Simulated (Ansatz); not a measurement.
## A small benchmark: atomisation enthalpy at 298 K

10 molecules, all hydrocarbons; the atomisation enthalpy at 298 K in kJ/mol, computed less measured. Shapes, held fixed at every level: PBE0-D4/def2-TZVP. Flexible molecules stand in one conformer, not always the lowest. Thermal terms are harmonic and unscaled (PBE0-D4/def2-TZVP); the spin-orbit lowering of the free atoms is taken from their spectra. Programs: Ansatz 0.2.0. Measured values: Active Thermochemical Tables, CRC Handbook of Chemistry and Physics.

Levels: A = r2SCAN-D4/def2-TZVPP; B = PBE0-D4/def2-TZVPP; C = MP2/def2-TZVPP.

```csv
molecule,from tabulated heats,A,B,C
C3H3 (SMILES [CH]1C=C1),2318,+33,+54,-12
C2H6 (SMILES CC),2826,-3,+2,-57
C4H6 (cyclobutene),4019,+1,+42,-42
C4H8 (1-butene),4612,+1,+26,-67
C4H8 (cyclobutane),4584,+4,+42,-57
"C5H8 (1,2-pentadiene)",5188,+16,+49,-62
"C5H8 (1,4-pentadiene)",5223,+4,+40,-62
C4H10 (isobutane),5183,-2,+19,-86
C6H10 (3-methylcyclopentene),6474,+9,+64,-63
C6H10 (SMILES C=CCCC=C),6397,+5,+50,-76
```

Problem. Which level does best on this set, which worst, and which err to one side?

Solution. 
```tsv
level	kind	mean error	mean absolute error	worst case
r2SCAN-D4/def2-TZVPP	meta-GGA	+6.8	7.8	C3H3
PBE0-D4/def2-TZVPP	global hybrid	+38.8	38.8	C6H10 (3-methylcyclopentene)
MP2/def2-TZVPP	perturbation theory	-58.4	58.4	C4H10
```

On this set r2SCAN-D4/def2-TZVPP has the smallest mean absolute error and MP2/def2-TZVPP the largest. r2SCAN-D4/def2-TZVPP is too high in 8 of 10; PBE0-D4/def2-TZVPP is too high in 10 of 10; MP2/def2-TZVPP is too low in 10 of 10. Correlated wave functions converge slowly with the basis. Open shells run unrestricted. The set is small.
